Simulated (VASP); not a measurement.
Crystal: P.

```
CELL_PARAMETERS angstrom
-1.69151 2.51517 1.85894
1.69151 -2.51517 1.85894
1.69151 2.51517 -1.85894
ATOMIC_POSITIONS crystal
P 0.69669 0.94669 0.75000
P 0.30331 0.05331 0.25000
```

This isn't the form of P at room conditions, which is orthorhombic.

| Item | Value |
| --- | --- |
| Program | VASP 6.6.1 |
| Task | single point |
| Functional | PBE |
| Potentials or basis | VASP PAW PBE potentials, release 64 (P) |
| Cutoff | 520 eV |
| k mesh | 11 × 11 × 11 |
| Occupations | fermi-dirac, width 0.05 eV |
| Spin | no spin polarisation |

On this cell: pressure 2.4 GPa; largest force 0.326 eV/Å; band gap on the k mesh none (metal or under the smearing width).

The same run follows on a disturbed copy (atoms moved at random, drawn with an rms of 0.05 Å):

```
P
1.0
    -1.69151    2.51517    1.85894
     1.69151   -2.51517    1.85894
     1.69151    2.51517   -1.85894
P
2
Direct
  0.69922 0.96152 0.77182
  0.30243 0.04905 0.24301
```

What changes?

The energy (extrapolated to zero smearing) moves by +15.1 meV/atom; pressure 3.3 GPa; largest force 0.865 eV/Å; band gap on the k mesh none (metal or under the smearing width).

Forces in eV/Å, atoms in the order of the input:
```
P   -0.664 -0.044  0.552
P    0.664  0.044 -0.552
```

Stress tensor (GPa, compression positive):
```
 4.28 -0.02 -3.15
-0.02  1.67 -0.67
-3.15 -0.67  3.82
```
